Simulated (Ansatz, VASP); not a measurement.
MgO in VASP and in Ansatz

```
CELL_PARAMETERS angstrom
0.00000 2.09700 2.09700
2.09700 0.00000 2.09700
2.09700 2.09700 0.00000
ATOMIC_POSITIONS crystal
Mg 0.00000 0.00000 0.00000
O 0.50000 0.50000 0.50000
```

The cell is a database's computed one.

Alike in both runs: task single point; functional PBE; k mesh 11 × 11 × 11; occupations gaussian, width 0.025 eV; no spin polarisation.

```csv
,VASP,Ansatz
version,VASP 6.6.1,Ansatz 0.2.0
potentials or method,"VASP PAW PBE potentials, release 64 (Mg, O), cutoff 520 eV","all-electron LAPW, scalar-relativistic"
```

VASP gave:

```
gap on the k mesh at the Fermi level (eV) : 4.85
least direct gap on the mesh (eV)         : 4.85
pressure (GPa)                            : 6.2
```

**Question.** Estimate Ansatz's values.

**Answer.** gap on the k mesh at the Fermi level (eV): 4.86; least direct gap on the mesh (eV): 4.86; pressure (GPa): 7.0.

Ansatz ran all-electron here, so the differences hold the error of VASP's frozen core and of both bases.

PBE gaps usually lie below the measured ones, often by a third to a half.
